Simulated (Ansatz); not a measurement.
# Ligand exchange: C4H10 + SiH2(CH3)(NH2) → C3H9N + SiH2(CH3)2

Species: C4H10 (butane) `CCCC`, singlet; SiH2(CH3)(NH2), singlet; C3H9N (propylamine) `CCCN`, singlet; SiH2(CH3)2 (dimethylsilane), singlet. The partners trade CH3 for NH2: C–CH3 and Si–NH2 bonds give way to C–NH2 and Si–CH3.

Shapes, held fixed at every level: PBE0-D4/def2-TZVP. Flexible molecules stand in one conformer, not always the lowest. Programs: Ansatz 0.2.0. Electronic energies: no zero-point or thermal term.

| level | kind | ΔE (kJ/mol) | less CCSD(T)/CBS estimate |
| --- | --- | --- | --- |
| HF/def2-TZVPP | Hartree–Fock | +87.1 | +6.1 |
| r2SCAN-D4/def2-TZVPP | meta-GGA | +76.7 | -4.3 |
| B3LYP-D4/def2-TZVPP | global hybrid | +77.7 | -3.3 |
| wB97X-V/def2-TZVPP | range-separated hybrid | +76.7 | -4.3 |
| B2PLYP/def2-TZVPP | double hybrid | +80.9 | -0.1 |
| CCSD(T)/def2-TZVPP | coupled cluster or CI | +78.6 | -2.4 |
| CCSD(T)/CBS estimate | coupled cluster or CI | +81.0 | 0.0 |

The highest level, CCSD(T)/CBS estimate, gives ΔE = +81.0 kJ/mol; the levels span +76.7 to +87.1. The column of differences is taken from that level and isn't an error. No measured value is set beside it here. The CBS estimate extrapolates MP2 from def2-TZVPP and def2-QZVPP and adds CCSD(T) − MP2 in the triple-zeta set, cores frozen.
